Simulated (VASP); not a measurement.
The system is Sb.

```
Sb
1.0
    -1.57654    1.57654    2.71194
     1.57654   -1.57654    2.71194
     1.57654    1.57654   -2.71194
Sb
1
Direct
  0.00000 0.00000 0.00000
```

This isn't the form of Sb at room conditions, which is rhombohedral.

- Program: VASP 6.6.1
- Task: single point
- Functional: PBE
- Potentials or basis: VASP PAW PBE potentials, release 64 (Sb)
- Cutoff: 520 eV
- k mesh: 12 × 12 × 12
- Occupations: fermi-dirac, width 0.05 eV
- Spin: no spin polarisation

On this cell: pressure 1.7 GPa; band gap on the k mesh none (metal or under the smearing width).

The same run follows on a disturbed copy (cell strained at random at fixed volume):

```xyz
1
Lattice="-1.5776 1.5802 2.7118 1.5670 -1.5443 2.6848 1.6043 1.5710 -2.6909" Properties=species:S:1:pos:R:3 pbc="T T T"
Sb    0.0066    0.0476    0.0149
```

Problem. What does the disturbed cell give?

Solution. The energy (extrapolated to zero smearing) moves by -1.4 meV/atom; pressure 1.6 GPa; band gap on the k mesh none (metal or under the smearing width).

Stress tensor (GPa, compression positive):
```
1.48 0.22 0.02
0.22 2.24 0.23
0.02 0.23 1.03
```

The energy falls, though the first cell shows no forces: that form is unstable against this distortion, unless noise or another electronic state is at work.
